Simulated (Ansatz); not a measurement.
# SnSe (Fm-3m) in Ansatz: notebook, part 2 of 2

Ansatz 0.2.0. The steps go on from the part before.

### Step 5. Relaxation of cell and atoms, revPBE

input.yaml reads:

```yaml
crystal:
  lattice:
    - [0.0, 3.01, 3.01]
    - [3.01, 0.0, 3.01]
    - [3.01, 3.01, 0.0]
  atoms:
    - { symbol: Sn, position: [0.0, 0.0, 0.0] }
    - { symbol: Se, position: [0.5, 0.5, 0.5] }
hamiltonian:
  xc: revpbe
  pseudopotentials: { kind: paw }
kpoints:
  mp_grid: { grid: [8, 8, 8] }
scf:
  occupations: { method: fermi_dirac, width: 0.05 }
output:
  forces: true
  stress: true
relax:
  f_tol: 0.01
  max_steps: 40
  cell: { stress_tol: 0.05 }
```

Potentials or basis: Ansatz PAW.

The run is started by

```
$ ansatz run input.yaml --threads 2 --pin off --max-ram 5632MiB --backend cpu --events-out ev --progress --plain --runs-dir out
```

What it wrote:

```text
Warning: RAYON_NUM_THREADS=2 ignored (pool sized by the plan → 2); use --threads N
Engine: ansatz 0.2.0, aarch64-unknown-linux-gnu
Pseudopotentials: kind: paw
Pseudopotential: Sn, paw, valence charge 14, recommended cutoff 420 eV (normal), Sn.paw.azcp
Pseudopotential: Se, paw, valence charge 16, recommended cutoff 420 eV (normal), Se.paw.azcp
Functional definition: revPBE
  parameter kappa = 1.245
  parameter beta = 0.06672455060314922
  exchange = pbe_x(kappa = kappa, mu = beta*pi^2/3)
  correlation = pbe_c(beta = beta)
Crystal: 2 atoms, lattice volume = 54.542 Å³
Basis set: ecut = 420 eV, 1067 PW (Γ), exchange–correlation on 60×60×60 points (8 copies of the dense FFT grid, shifted against one another)
Bands: 19, of which v1, the nominal top of the filled ones, is band 15 counted from 1 (14 counted from 0)
Symmetry: 48 space group operations
Space group: Fm-3m (ITA 225), of the structure as read, at distance tolerance 3.8e-5 Å
k-points: 29 of 512
Non-local potential: Sn, projectors of the file, l = 0: 2, l = 1: 2, l = 2: 2, l = 3: 2
Non-local potential: Se, projectors of the file, l = 0: 2, l = 1: 2, l = 2: 3, l = 3: 1
PAW form: soft (Blöchl's): semilocal exchange-correlation on the pseudo side does not see the compensation charge
PAW frozen core: Sn, regenerated for the run's functional, and the local potential with it (the file was generated under x = pbe(κ = 0.804, μ = 0.2195149727645171), c = pbe(β = 0.06672455060314922))
PAW frozen core: Se, regenerated for the run's functional, and the local potential with it (the file was generated under x = pbe(κ = 0.804, μ = 0.2195149727645171), c = pbe(β = 0.06672455060314922))
PAW one-centre angular grid: Sn, 590 points (default); XC on 64 Gauss nodes
PAW one-centre angular grid: Se, 590 points (default); XC on 64 Gauss nodes
Initial density: superposition of atomic densities (neutral atoms: chi_scale 0, normalization atom), corrected by the library's trained network
Initial wavefunctions: pseudopotential atomic-orbital guess
[... 66 lines left out ...]
SCF converged after 4 iterations
Free energy (F): -11504.547493 eV
Harris-Foulkes:  -11504.547493 eV  (|F-HF|=1.46e-11)
Internal energy: -11504.547305 eV  (E = F + TS)
E sigma→0 (E₀):  -11504.547399 eV
Entropy (-TS):   -0.000188 eV (-0.094 meV/atom)
Fermi energy:    8.818031 eV
--- Per-component energies (eV) ---
  E_band       = -489.881045
  E_kinetic    = 301.815275
  E_local      = -3392.167664  (includes V_loc(G=0)·N_el)
  E_nonlocal   = -630.301871
  E_hartree    = 1776.589568
  E_xc         = -487.653579
  E_vxc        = -193.546915  (∫ρ·V_xc dr)
  E_paw        = -6053.503606  (= ΣΔE_a)
  E_vpaw       = -128.858500  (= ΣTr[D̂ρ^β])
  E_aug_tail   = -0.000572  (compensation charges beyond the density's cutoff)
  E_ewald      = -3019.146444
  E_core_change = -0.178412  (= ΣΔE_core)
  E_smearing   = -0.000188  (= −TS)
  E_closure    = 0.000000  (closes the sum)
  Σ components = -11504.547493   (vs F -11504.547493, Δ=0.00e0)
--- Forces (eV/Å), atoms counted from 1 ---
  atom   1  Sn    -0.00000000     0.00000000    -0.00000000
  atom   2  Se     0.00000000     0.00000000     0.00000000
  max |Σ_I F_I| component: 2.73e-30 eV/Å
--- Stress (GPa, compression-positive) ---
        0.001410      -0.000000      -0.000000
       -0.000000       0.001410       0.000000
       -0.000000      -0.000000       0.001410
  P = ⅓ Tr σ = 0.0014 GPa (0.014 kbar)
--- Relaxed structure (4 steps of the walk, 4 accepted, 2 SCFs on fresh bases) ---
  F+E_penalty+E_count = -11504.54749285 eV   max|allowed force component| = 2.334e-30 eV/Å   (the final SCF, on the basis selected at the relaxed cell)
  cell:  # Å, volume = 56.9189 Å³
    - [7.643058049343384e-34, 3.0531085496865873, 3.0531085496865873]
    - [3.0531085496865873, 1.528611609868677e-34, 3.0531085496865873]
    - [3.0531085496865873, 3.0531085496865873, -6.3692150411194866e-34]
  atoms:
    - { symbol: Sn, position: [-3.7581744588606363e-47, 8.664551936993842e-36, 1.1330567917587844e-35] }
    - { symbol: Se, position: [0.5, 0.5, 0.5] }
```

It took 4.8 s on 2 threads of Arm Neoverse V1, shared host; peak memory 0.34 GiB.

What came out:

- Free energy: -11504.5475 eV
- Relaxed volume: 28.46 Å³/atom
- Relaxed cell: a = 4.318 Å, b = 4.318 Å, c = 4.318 Å, α = 60.00°, β = 60.00°, γ = 60.00°
- Space group after relaxing (to 0.05 Å): Fm-3m (No. 225)
- Energy gained by relaxing: 7.5 meV/atom
- Ionic steps: 6
- Pressure after relaxing: 0.0 GPa

The path:
```
step  energy change (eV)  largest force (eV/Å)  volume (Å³)
   1              0.0000                0.0000        54.54
   2             -0.0127                0.0000        57.81
   3             -0.0147                0.0000        56.99
   4             -0.0151                0.0000        56.99
   5             -0.0151                0.0000        56.92
   6             -0.0151                0.0000        56.92
```

Final structure:
```
CELL_PARAMETERS angstrom
0.00000 3.05311 3.05311
3.05311 0.00000 3.05311
3.05311 3.05311 0.00000
ATOMIC_POSITIONS crystal
Sn 0.00000 0.00000 0.00000
Se 0.50000 0.50000 0.50000
```

Caveat: the plane-wave basis is chosen anew once the cell has moved, so the energies of steps on either side of that aren't comparable; the PAW data sets come from PBE, with cores solved anew for the run's functional, which leaves a small shift of forces and pressure. revPBE gives volumes clearly too large for solids.

### Step 6. Relaxation of cell and atoms, BLYP

input.yaml: that of step 5 with these lines changed.

```diff
@@ -9,3 +9,3 @@
 hamiltonian:
-  xc: revpbe
+  xc: blyp
   pseudopotentials: { kind: paw }
@@ -18,2 +18,6 @@
   stress: true
+  write_density: true
+  write_potential: true
+  elf: true
+  volumetric_format: npy
 relax:
```

Potentials or basis: Ansatz PAW.

The run is started by

```
$ ansatz run input.yaml --threads 2 --pin off --max-ram 5632MiB --backend cpu --events-out ev --progress --plain --runs-dir out
```

What it wrote:

```text
Warning: RAYON_NUM_THREADS=2 ignored (pool sized by the plan → 2); use --threads N
[... 4 set-up lines as earlier in the session ...]
Functional definition: BLYP
  parameter beta = 0.0042
  parameter a = 0.04918
  parameter b = 0.132
  parameter c = 0.2533
  parameter d = 0.349
  exchange = b88_x(beta = beta)
  correlation = lyp_c(a = a, b = b, c = c, d = d)
Crystal: 2 atoms, lattice volume = 54.542 Å³
Basis set: ecut = 420 eV, 1067 PW (Γ), exchange–correlation on 60×60×60 points (8 copies of the dense FFT grid, shifted against one another)
Bands: 19, of which v1, the nominal top of the filled ones, is band 15 counted from 1 (14 counted from 0)
[... 2 set-up lines as earlier in the session ...]
k-points: 29 of 512
[... 9 set-up lines as earlier in the session ...]
Functional: x = b88, c = lyp
SCF iter   1: F=—  HF=-11521.595830 eV  |F-HF|=—  |Δ(HF+E_count)|=         —  Δρ=7.90e-3  dr2=4.20e-2  ethr=1.77e-3  ⟨swp⟩=5.8  Hψ=2628  notcnv=0
preconditioner: auto → none  [insulator: Δε(μ)=0.315 eV  Ē_g=17.490 eV  σ=0.050 eV  W_gap=0.92  n_scr=14 (ndim 8)  ℏωp=22.5 eV  f_vac=0.016  D(μ)=0.02/eV (n_scr^D=0)  ε∞_Penn≈2.7]
SCF iter   2: F=—  HF=-11521.584277 eV  |F-HF|=—  |Δ(HF+E_count)|=   1.16e-2  Δρ=2.39e-3  dr2=5.10e-3  ethr=1.40e-4  ⟨swp⟩=2.0  Hψ=1024  notcnv=0
SCF iter   3: F=—  HF=-11521.582461 eV  |F-HF|=—  |Δ(HF+E_count)|=   1.82e-3  Δρ=1.39e-3  dr2=8.34e-4  ethr=1.70e-5  ⟨swp⟩=2.0  Hψ=1089  notcnv=0
SCF iter   4: F=—  HF=-11521.582291 eV  |F-HF|=—  |Δ(HF+E_count)|=   1.70e-4  Δρ=3.49e-4  dr2=6.60e-5  ethr=2.78e-6  ⟨swp⟩=2.4  Hψ=800  notcnv=0
SCF iter   5: F=—  HF=-11521.582281 eV  |F-HF|=—  |Δ(HF+E_count)|=   1.05e-5  Δρ=6.15e-5  dr2=1.93e-6  ethr=2.20e-7  ⟨swp⟩=2.0  Hψ=690  notcnv=0
SCF iter   6: F=-11521.582282 eV  HF=-11521.582282 eV  |F-HF|=3.59e-8  |Δ(HF+E_count)|=   8.03e-7  Δρ=9.54e-6  dr2=2.85e-8  ethr=3.33e-10  ⟨swp⟩=6.4  Hψ=3302  notcnv=0
[... 52 lines left out ...]
SCF converged after 7 iterations
Free energy (F): -11521.658864 eV
Harris-Foulkes:  -11521.658864 eV  (|F-HF|=9.09e-12)
Internal energy: -11521.657796 eV  (E = F + TS)
E sigma→0 (E₀):  -11521.658330 eV
Entropy (-TS):   -0.001068 eV (-0.534 meV/atom)
Fermi energy:    8.293581 eV
--- Per-component energies (eV) ---
  E_band       = -499.469625
  E_kinetic    = 303.374251
  E_local      = -3484.976574  (includes V_loc(G=0)·N_el)
  E_nonlocal   = -632.443311
  E_hartree    = 1815.409958
  E_xc         = -483.672266
  E_vxc        = -190.363415  (∫ρ·V_xc dr)
  E_paw        = -6074.539747  (= ΣΔE_a)
  E_vpaw       = -125.879908  (= ΣTr[D̂ρ^β])
  E_aug_tail   = -0.000612  (compensation charges beyond the density's cutoff)
  E_ewald      = -2964.944573
  E_core_change = 0.135078  (= ΣΔE_core)
  E_smearing   = -0.001068  (= −TS)
  E_closure    = -0.000000  (closes the sum)
  Σ components = -11521.658864   (vs F -11521.658864, Δ=0.00e0)
--- Forces (eV/Å), atoms counted from 1 ---
  atom   1  Sn    -0.00000000     0.00000000     0.00000000
  atom   2  Se    -0.00000000     0.00000000     0.00000000
  max |Σ_I F_I| component: 1.58e-29 eV/Å
--- Stress (GPa, compression-positive) ---
        0.007590      -0.000000      -0.000000
       -0.000000       0.007590       0.000000
       -0.000000      -0.000000       0.007590
  P = ⅓ Tr σ = 0.0076 GPa (0.076 kbar)
--- Band table (eV; the first three rows and the last of 29) ---
  k-point 0: bands = ["-39.2165", "-39.2165", "-39.2147", "-39.2147", "-39.2147", "-13.5595", "-13.5595", "-13.5595", "-13.5565", "-13.5565", "-5.1467", "2.6140", "6.2158", "6.2158", "6.2158", "11.9783", "11.9783", "11.9783", "14.3439"]
  k-point 1: bands = ["-39.2165", "-39.2165", "-39.2147", "-39.2147", "-39.2147", "-13.5592", "-13.5589", "-13.5589", "-13.5565", "-13.5565", "-5.0590", "2.2405", "6.2384", "6.2384", "6.5061", "11.2837", "11.4226", "11.4226", "14.3147"]
  k-point 2: bands = ["-39.2164", "-39.2164", "-39.2147", "-39.2146", "-39.2146", "-13.5597", "-13.5597", "-13.5585", "-13.5545", "-13.5545", "-4.8269", "1.4610", "6.3096", "6.3096", "7.0822", "10.1060", "10.4557", "10.4557", "14.5924"]
  k-point 28: bands = ["-39.2165", "-39.2164", "-39.2146", "-39.2146", "-39.2146", "-13.5674", "-13.5559", "-13.5559", "-13.5556", "-13.5482", "-4.2151", "1.3285", "4.0758", "4.0758", "7.2883", "9.5208", "12.6826", "12.6826", "15.2135"]
--- Relaxed structure (4 steps of the walk, 4 accepted, 1 SCFs on fresh bases) ---
  F+E_penalty+E_count = -11521.65886411 eV   max|allowed force component| = 3.813e-30 eV/Å   (the final SCF, on the basis selected at the relaxed cell)
  cell:  # Å, volume = 60.0979 Å³
    - [-8.152595252632943e-34, 3.108922138027157, 3.108922138027157]
    - [3.108922138027157, -9.235361809623257e-34, 3.108922138027157]
    - [3.108922138027157, 3.108922138027157, -3.2482996709709378e-34]
  atoms:
    - { symbol: Sn, position: [-1.732910387388509e-35, 1.7329103873886e-35, 7.331543946653304e-35] }
    - { symbol: Se, position: [0.49999999999999994, 0.49999999999999994, 0.49999999999999994] }
```

It took 4.8 s on 2 threads of Arm Neoverse V1, shared host; peak memory 0.36 GiB.

What came out:

```yaml
Free_energy: -11521.6589 eV
Relaxed_volume: 30.05 Å³/atom
Relaxed_cell: a = 4.397 Å, b = 4.397 Å, c = 4.397 Å, α = 60.00°, β = 60.00°, γ = 60.00°
Space_group_after_relaxing_to_0.05_Å: Fm-3m (No. 225)
Energy_gained_by_relaxing: 38.3 meV/atom
Ionic_steps: 5
Pressure_after_relaxing: 0.0 GPa
Band_gap_on_the_k_mesh: 0.03 eV, direct
```

Step by step:
```
step  energy change (eV)  largest force (eV/Å)  volume (Å³)
   1              0.0000                0.0000        54.54
   2             -0.0672                0.0000        62.20
   3             -0.0756                0.0000        60.44
   4             -0.0759                0.0000        60.10
   5             -0.0766                0.0000        60.10
```

Final structure:
```
Sn Se
1.0
     0.00000    3.10892    3.10892
     3.10892    0.00000    3.10892
     3.10892    3.10892    0.00000
Sn Se
1 1
Direct
  0.00000 0.00000 0.00000
  0.50000 0.50000 0.50000
```

Levels at points of the mesh, in eV from the valence-band top:
```tsv
k point	band 13	band 14	band 15	band 16	band 17	band 18
(0.00, 0.00, 0.00)	-2.06	-2.06	-2.06	3.70	3.70	3.70
(0.00, 0.00, -0.50)	-1.81	-1.81	0.00	0.03	1.13	1.13
(0.00, -0.50, -0.50)	-4.87	-3.30	-3.30	3.53	4.57	4.57
```

Caveat: the plane-wave basis is chosen anew once the cell has moved, so the energies of steps on either side of that aren't comparable; spin-orbit coupling is left out, which moves the levels of the heavy elements; the volume moved by +10 % from the deposited cell, more than functionals usually miss; the PAW data sets come from PBE, with cores solved anew for the run's functional, which leaves a small shift of forces and pressure. BLYP gives volumes clearly too large for solids.

### Step 7. Overview

```tsv
level	gap on the mesh (eV)	pressure (GPa)	relaxed volume (Å³/atom)
LDA	0.78	0.0	25.58
PBEsol	0.75	0.0	26.27
RPBE	-	0.0	28.74
revPBE	-	0.0	28.46
BLYP	0.03	0.0	30.05
```

Alike in all rows: task relaxation of cell and atoms; potentials or basis Ansatz PAW; no spin polarisation; cell relaxed; k mesh 8 × 8 × 8; cutoff (eV) 420; smearing fermi-dirac 0.05 eV.

Caveats: the plane-wave basis is chosen anew once the cell has moved, so the energies of steps on either side of that aren't comparable; the PAW data sets come from PBE, with cores solved anew for the run's functional, which leaves a small shift of forces and pressure; spin-orbit coupling is left out, which moves the levels of the heavy elements (some runs); the volume moved by +10 % from the deposited cell, more than functionals usually miss (some runs).

Absolute energies hang on the potentials; compare differences alone.
